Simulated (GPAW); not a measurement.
Here is a GPAW 26.7.0 calculation.

run.py

```python
from ase import Atoms
from ase.dft.bandgap import bandgap
from ase.io import write
from ase.units import GPa
from gpaw import GPAW, PW

atoms = Atoms(['Al'],
              cell=[[0.0, 2.024805, 2.024805],
                    [2.024805, 0.0, 2.024805],
                    [2.024805, 2.024805, 0.0]],
              scaled_positions=[[0.0, 0.0, 0.0]],
              pbc=True)

calc = GPAW(mode=PW(600),
            xc='PBE',
            kpts={'size': (11, 11, 11), 'gamma': True},
            occupations={'name': 'fermi-dirac', 'width': 0.05},
            nbands=7,
            convergence={'density': 1e-05, 'energy': 1e-05},
            maxiter=150,
            txt='gpaw.txt')
atoms.calc = calc
energy = atoms.get_potential_energy()
forces = atoms.get_forces()
stress = atoms.get_stress()
calc.write('gs.gpw')
write('result.traj', atoms)
print(f'Energy: {energy:.6f} eV')
print('Forces (eV/A):')
print(forces.round(4))
print('Stress (GPa):', (stress / GPa).round(3))
print('Fermi level:', round(calc.get_fermi_level(), 4), 'eV')
print(f'Gap: {bandgap(calc)[0]:.4f} eV, direct: {bandgap(calc, direct=True)[0]:.4f} eV')
```

Potentials or basis: GPAW PAW data sets (gpaw-data 1.2.1), pw.

The run is started by

```console
$ OMP_NUM_THREADS=1 python run.py
```

Question: What does it give for the pressure?

Answer: -0.3 GPa.

Question: What does it give for the band gap on the k mesh?

Answer: None (metal or under the smearing width).
